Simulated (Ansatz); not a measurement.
Runs of Ansatz 0.2.0 on C. It takes space group C2/m (No. 12, monoclinic). Conventional cell: a = 4.255 Å, b = 2.457 Å, c = 3.765 Å, α = 90.00°, β = 111.49°, γ = 90.00°. C (site symmetry m) is surrounded by 3 C at 1.42 Å. This is a stacking variant of graphite.

```tsv
task	level	cutoff (eV)	points for each segment of the path	pressure (GPa)	V0 of scaled cells (Å³/atom)	B0 (GPa)
equation of state	PBEsol	420	-	-	9.18	269
equation of state	LDA	420	-	-	9.02	279
band structure	LDA	420	14	(a)	-	-
band structure	r2SCAN	500	14	-0.2	-	-
band structure	PBEsol	420	14	(b)	-	-
```

Alike in all rows: potentials or basis Ansatz PAW; no spin polarisation; cell as given; k mesh 13 × 13 × 8; smearing fermi-dirac 0.05 eV.

Fill in the values left out.

(a) -4.1; (b) 0.9.

Caveats: the PAW data sets come from PBE, with cores solved anew for the run's functional, which leaves a small shift of forces and pressure (some runs); the cell was scaled at fixed shape and fractional positions, which overstates the stiffness of a crystal with free parameters, most of all of layers and chains (some runs); this functional lacks dispersion, which binds the layers, so the pressure and a relaxed spacing across them are unreliable (some runs).

Runs at the PBE level aren't shown here.
